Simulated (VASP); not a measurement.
# W (Im-3m) in VASP: a series of runs

The runs below take W through relaxation of cell and atoms, with PBE.

Everything below comes from runs of VASP 6.6.1. Logs are shortened: lines on timing, memory, paths and dates and some standing lists are left out, and cuts for length are marked.

## (1) The crystal as given

Symmetry: Im-3m, No. 229, cubic system. The conventional cell has a = 3.165 Å, b = 3.165 Å, c = 3.165 Å, α = 90.00°, β = 90.00°, γ = 90.00°. Around W (site symmetry m-3m) lie 8 W at 2.74 Å.

## (2) Relaxation of cell and atoms, PBE

Contents of INCAR:

```
SYSTEM = W
  PREC = Accurate
  ENCUT = 520
  EDIFF = 1E-7
  ISMEAR = 0
  SIGMA = 0.1
  LREAL = .FALSE.
  LASPH = .TRUE.
  NELM = 80
  ALGO = Fast
  ISIF = 3
  LWAVE = .FALSE.
  LCHARG = .FALSE.
  GGA = PE
  IBRION = 2
  NSW = 80
  EDIFFG = -0.002
```

Contents of KPOINTS:

```
regular mesh
0
G
  18 18 18
  0 0 0
```

Contents of POSCAR:

```
W
1.0
   -1.5823450000      1.5823450000      1.5823450000
    1.5823450000     -1.5823450000      1.5823450000
    1.5823450000      1.5823450000     -1.5823450000
W
1
Direct
    0.0000000000      0.0000000000      0.0000000000
```

Potentials or basis: VASP PAW PBE potentials, release 64 (W).

The run is started by

```
> cat potpaw_PBE.64/W/POTCAR > POTCAR
> mpirun -np 1 vasp_std > vasp.out
```

OUTCAR:

```text
SYSTEM = W
   PREC = Accurate
   ENCUT = 520
   EDIFF = 1E-7
   ISMEAR = 0
   LREAL = .FALSE.
   LASPH = .TRUE.
   NELM = 80
   ISIF = 3
   GGA = PE
   IBRION = 2
   NSW = 80
   EDIFFG = -0.002

 ion  position               nearest neighbor table
   1  0.000  0.000  0.000-

  LATTYP: Found a body centered cubic cell.
 ALAT       =     3.1646900000

  Lattice vectors:

 A1 = (  -1.5823450000,   1.5823450000,   1.5823450000)
 A2 = (   1.5823450000,  -1.5823450000,   1.5823450000)
 A3 = (   1.5823450000,   1.5823450000,  -1.5823450000)

Analysis of symmetry for initial positions (statically):
=====================================================================
 Subroutine PRICEL returns:
 Original cell was already a primitive cell.

 Routine SETGRP: Setting up the symmetry group for a
 body centered cubic supercell.

 Subroutine GETGRP returns: Found 48 space group operations
 (whereof 48 operations were pure point group operations)
 out of a pool of 48 trial point group operations.

The static configuration has the point symmetry O_h .

Analysis of symmetry for dynamics (positions and initial velocities):
=====================================================================
 Subroutine PRICEL returns:
 Original cell was already a primitive cell.

 Routine SETGRP: Setting up the symmetry group for a
 body centered cubic supercell.

 Subroutine GETGRP returns: Found 48 space group operations
 (whereof 48 operations were pure point group operations)
 out of a pool of 48 trial point group operations.

The dynamic configuration has the point symmetry O_h .

 Subroutine INISYM returns: Found 48 space group operations
 (whereof 48 operations are pure point group operations),
 and found     1 'primitive' translations

----------------------------------------------------------------------------------------

                                     Primitive cell

  volume of cell :      15.8476

  direct lattice vectors                    reciprocal lattice vectors
    -1.582345000  1.582345000  1.582345000     0.000000000  0.315986716  0.315986716
     1.582345000 -1.582345000  1.582345000     0.315986716  0.000000000  0.315986716
     1.582345000  1.582345000 -1.582345000     0.315986716  0.315986716  0.000000000

  length of vectors
     2.740701935  2.740701935  2.740701935     0.446872699  0.446872699  0.446872699

  position of ions in fractional coordinates (direct lattice)
     0.000000000  0.000000000  0.000000000

  ion indices of the primitive-cell ions
   primitive index   ion index
                 1           1

----------------------------------------------------------------------------------------

 KPOINTS: regular mesh

Automatic generation of k-mesh.
 Grid dimensions read from file:
 generate k-points for:   18   18   18

 Generating k-lattice:

  Cartesian coordinates                     Fractional coordinates (reciprocal lattice)
     0.000000000  0.017554818  0.017554818     0.055555556  0.000000000  0.000000000
     0.017554818  0.000000000  0.017554818     0.000000000  0.055555556  0.000000000
     0.017554818  0.017554818  0.000000000     0.000000000  0.000000000  0.055555556

  Length of vectors
     0.024826261  0.024826261  0.024826261

  Shift w.r.t. Gamma in fractional coordinates (k-lattice)
     0.000000000  0.000000000  0.000000000

 Subroutine IBZKPT returns following result:
 ===========================================

 Found    195 irreducible k-points:

 Following reciprocal coordinates:
            Coordinates               Weight
  0.000000  0.000000  0.000000      1.000000
  0.055556  0.000000  0.000000     12.000000
  0.111111  0.000000  0.000000     12.000000
  0.166667  0.000000  0.000000     12.000000
  0.222222  0.000000  0.000000     12.000000
  0.277778  0.000000  0.000000     12.000000
[... 16 lines left out ...]
  0.333333  0.111111 -0.000000     48.000000
  0.388889  0.111111  0.000000     48.000000
 [... further k-points ...]
   k-points           NKPTS =    195   k-points in BZ     NKDIM =    195   number of bands    NBANDS=      7
   number of dos      NEDOS =    301   number of ions     NIONS =      1
   total plane-waves  NPLWV =   8000
   dimension x,y,z NGX =    20 NGY =   20 NGZ =   20
   dimension x,y,z NGXF=    40 NGYF=   40 NGZF=   40
   ions per type =               1
   NGX,Y,Z   is equivalent  to a cutoff of  12.13, 12.13, 12.13 a.u.
   NGXF,Y,Z  is equivalent  to a cutoff of  24.26, 24.26, 24.26 a.u.
 SYSTEM =  W
   PREC   = accura    normal or accurate (medium, high low for compatibility)
   ISTART =      0    job   : 0-new  1-cont  2-samecut
   ICHARG =      2    charge: 1-file 2-atom 10-const
   ISPIN  =      1    spin polarized calculation?
   LNONCOLLINEAR =      F non collinear calculations
   LSORBIT =      F    spin-orbit coupling
   LASPH  =      T    aspherical Exc in radial PAW
   ENCUT  =  520.0 eV  38.22 Ry    6.18 a.u.   5.10  5.10  5.10*2*pi/ulx,y,z
   NELM   =     80;   NELMIN=  2; NELMDL= -5     # of ELM steps
   EDIFF  = 0.1E-06   stopping-criterion for ELM
   LREAL  =      F    real-space projection
   EDIFFG = -.2E-02   stopping-criterion for IOM
   NSW    =     80    number of steps for IOM
   IBRION =      2    ionic relax: 0-MD 1-quasi-New 2-CG
   NFREE  =      1    steps in history (QN), initial steepest desc. (CG)
   ISIF   =      3    stress and relaxation
   ISYM   =      2    0-nonsym 1-usesym 2-fastsym
   POTIM  = 0.5000    time-step for ionic-motion
   TEBEG  =    0.0;   TEEND  =   0.0 temperature during run
   PSTRESS=    0.0 pullay stress
   NELECT =       6.0000    total number of electrons
   NUPDOWN=      -1.0000    fix difference up-down
   EMIN   =  10.00;   EMAX   =-10.00  energy-range for DOS
   EFERMI =   0.00;   METHOD = LEGACY
   ISMEAR =     0;   SIGMA  =   0.10  broadening in eV -4-tet -1-fermi 0-gaus
   EFERMI_NEDOS =   21; number of points for ismear=-14 and -15
   IALGO  =     68    algorithm
   IMIX   =      4    mixing-type and parameters
     AMIX     =   0.40;   BMIX     =  1.00
     AMIX_MAG =   1.60;   BMIX_MAG =  1.00
  volume/ion in A,a.u.               =      15.85       106.94
  Fermi-wavevector in a.u.,A,eV,Ry     =   1.184325  2.238049 19.083867  1.402625
  Thomas-Fermi vector in A             =   2.320541
   LORBIT       =      0    0 simple, 1 ext, 2 COOP (PROOUT), +10 PAW based schemes
   GGA     = PE    functional components
   LHFCALC =     F    Hartree Fock is set to
   AEXX    =    0.0000 exact exchange contribution
   IVDW    =     0    specifies the selected vdW correction
   LEPSILON=     F    determine dielectric tensor
   LRPA    =     F    only Hartree local field effects (RPA)
 conjugate gradient relaxation of ions
 non-spin polarized calculation
 RMM-DIIS sequential band-by-band and
 Gauss-broadening in eV      SIGMA  =   0.10
  energy-cutoff  :      520.00
  volume of cell :       15.85
 maximum number of plane-waves:       440
   NGX = 11   NGY = 11   NGZ = 11

--------------------------------------- Ionic step        1  -------------------------------------------

 number of electron       6.0000001 magnetization

 Free energy of the ion-electron system (eV)
  ---------------------------------------------------
  ext. energy  EPLUGINS =         0.00000000
  ---------------------------------------------------
  free energy    TOTEN  =       -13.01748602 eV

  energy without entropy =      -13.01406101  energy(sigma->0) =      -13.01577351

------------------------ aborting loop because EDIFF is reached ----------------------------------------

  FORCE on cell =-STRESS in cart. coord.  units (eV):
  Direction    XX          YY          ZZ          XY          YZ          ZX
  --------------------------------------------------------------------------------------
  -------------------------------------------------------------------------------------
  Total        0.2067849      0.2067849      0.2067849      0.0000000     -0.0000000      0.0000000
  in kB       20.9057520     20.9057520     20.9057520      0.0000000     -0.0000000      0.0000000
  external PRESSURE =      20.9057520 kB  Pullay stress =       0.0000000 kB
[... 55 lines left out ...]
  energy  without entropy=      -13.0061755141  energy(sigma->0) =      -13.00797236

--------------------------------------- Ionic step        3  -------------------------------------------

 number of electron       6.0000001 magnetization

 Free energy of the ion-electron system (eV)
  ---------------------------------------------------
  ext. energy  EPLUGINS =         0.00000000
  ---------------------------------------------------
  free energy    TOTEN  =       -13.01814641 eV

  energy without entropy =      -13.01468779  energy(sigma->0) =      -13.01641710

 E-fermi :   7.7478     XC(G=0): -13.1088

 val. band max:        7.7422629149   @ k =  -0.2778   0.3333   0.2222
 cond. band min:       7.7760516238   @ k =   0.5000   0.5000   0.2222
 fundamental gap:      0.0337887089
 Fermi energy:         7.7477959757

 k-point     1 :       0.0000    0.0000    0.0000
  band No.  band energies     occupation
      1      -1.8314      2.00000
      2       6.5126      2.00000
      3       6.5126      2.00000
      4       6.5126      2.00000
      5       9.9633      0.00000
      6       9.9633      0.00000
      7      22.9540      0.00000
[... 221 lines left out ...]
 k-point    24 :       0.3889    0.1111    0.0000
  band No.  band energies     occupation
      1       1.9592      2.00000
      2       4.3586      2.00000
      3       7.1490      2.00000
      4       9.7412      0.00000
      5      11.0479      0.00000
      6      14.0900      0.00000
      7      18.6107      0.00000

 [... further k-points ...]

------------------------ aborting loop because EDIFF is reached ----------------------------------------

  FORCE on cell =-STRESS in cart. coord.  units (eV):
  Direction    XX          YY          ZZ          XY          YZ          ZX
  --------------------------------------------------------------------------------------
  -------------------------------------------------------------------------------------
  Total       -0.0002957     -0.0002957     -0.0002957     -0.0000000      0.0000000      0.0000000
  in kB       -0.0297001     -0.0297001     -0.0297001     -0.0000000      0.0000000      0.0000000
  external PRESSURE =      -0.0297001 kB  Pullay stress =       0.0000000 kB
[... 16 lines left out ...]
  FREE ENERGIE OF THE ION-ELECTRON SYSTEM (eV)
  ---------------------------------------------------
  free  energy   TOTEN  =       -13.0181464076 eV

  energy  without entropy=      -13.0146877918  energy(sigma->0) =      -13.01641710

 reached required accuracy - stopping structural energy minimisation
```

It took 29 s on 1 thread of Intel Xeon Platinum 8559C (Emerald Rapids), shared host; peak memory 0.15 GiB.

What came out:

- Free energy: -13.0181 eV
- Relaxed volume: 15.95 Å³/atom
- Relaxed cell: a = 2.747 Å, b = 2.747 Å, c = 2.747 Å, α = 109.47°, β = 109.47°, γ = 109.47°
- Space group after relaxing (to 0.05 Å): Im-3m (No. 229)
- Energy gained by relaxing: 0.7 meV/atom
- Ionic steps: 3
- Pressure after relaxing: 0.0 GPa
- Band gap on the k mesh: none (metal or under the smearing width)

The path:
```
step  energy change (eV)  largest force (eV/Å)  pressure (GPa)  volume (Å³)
   1              0.0000                0.0000            2.09        15.85
   2              0.0077                0.0000           -6.97        16.33
   3             -0.0007                0.0000            0.00        15.95
```

Final structure:
```cif
data_structure
_symmetry_space_group_name_H-M 'P 1'
_symmetry_Int_Tables_number 1
_cell_length_a 2.7467
_cell_length_b 2.7467
_cell_length_c 2.7467
_cell_angle_alpha 109.471
_cell_angle_beta 109.471
_cell_angle_gamma 109.471
_cell_volume 15.95
loop_
_atom_site_label
_atom_site_type_symbol
_atom_site_fract_x
_atom_site_fract_y
_atom_site_fract_z
_atom_site_occupancy
W1 W 0.00000 0.00000 0.00000 1
```

Levels at points of the mesh, in eV from the Fermi level:
```csv
k point,band 1,band 2,band 3,band 4,band 5,band 6,band 7
"(0.00, 0.00, 0.00)",-9.58,-1.24,-1.24,-1.24,2.22,2.22,15.21
"(0.50, 0.00, 0.00)",-6.22,-3.54,0.67,2.11,3.07,6.04,10.95
"(0.50, 0.50, 0.50)",-5.77,-5.77,5.07,5.07,5.07,8.32,8.32
```

Spin-orbit coupling is left out, which matters for the levels of W. Zero-point motion and thermal expansion aren't in these numbers.

## (3) Relaxation of cell and atoms, PBE

This run uses another cell than the first one, of 15.95 Å³/atom, 1.007 times its volume.

INCAR is that of step 2.

KPOINTS is that of step 2.

Contents of POSCAR:

```
W                                       
1.0
   -1.5857950541      1.5857950541      1.5857950541
    1.5857950541     -1.5857950541      1.5857950541
    1.5857950541      1.5857950541     -1.5857950541
  W             
     1
Direct
     0.0000000000000000    0.0000000000000000    0.0000000000000000
```

Potentials or basis: VASP PAW PBE potentials, release 64 (W).

The run is started by

```
> cat potpaw_PBE.64/W/POTCAR > POTCAR
> mpirun -np 1 vasp_std > vasp.out
```

Run time: 12 s. Hardware: 1 thread of Intel Xeon Platinum 8559C (Emerald Rapids), shared host; peak memory 0.14 GiB.

Results (log left out):

- Free energy: -13.0182 eV
- Pressure after relaxing: 0.0 GPa
- Band gap on the k mesh: none (metal or under the smearing width)

Final structure:
```cif
data_structure
_symmetry_space_group_name_H-M 'P 1'
_symmetry_Int_Tables_number 1
_cell_length_a 2.7467
_cell_length_b 2.7467
_cell_length_c 2.7467
_cell_angle_alpha 109.471
_cell_angle_beta 109.471
_cell_angle_gamma 109.471
_cell_volume 15.95
loop_
_atom_site_label
_atom_site_type_symbol
_atom_site_fract_x
_atom_site_fract_y
_atom_site_fract_z
_atom_site_occupancy
W1 W 0.00000 0.00000 0.00000 1
```

Levels at points of the mesh, in eV from the Fermi level:
| k point | band 1 | band 2 | band 3 | band 4 | band 5 | band 6 |
| --- | --- | --- | --- | --- | --- | --- |
| (0.00, 0.00, 0.00) | -9.58 | -1.24 | -1.24 | -1.24 | 2.22 | 2.22 |
| (0.50, 0.00, 0.00) | -6.22 | -3.54 | 0.67 | 2.11 | 3.07 | 6.04 |
| (0.50, 0.50, 0.50) | -5.77 | -5.77 | 5.07 | 5.07 | 5.07 | 8.32 |

Caveat: the relaxation stopped at its first step, so nothing moved.
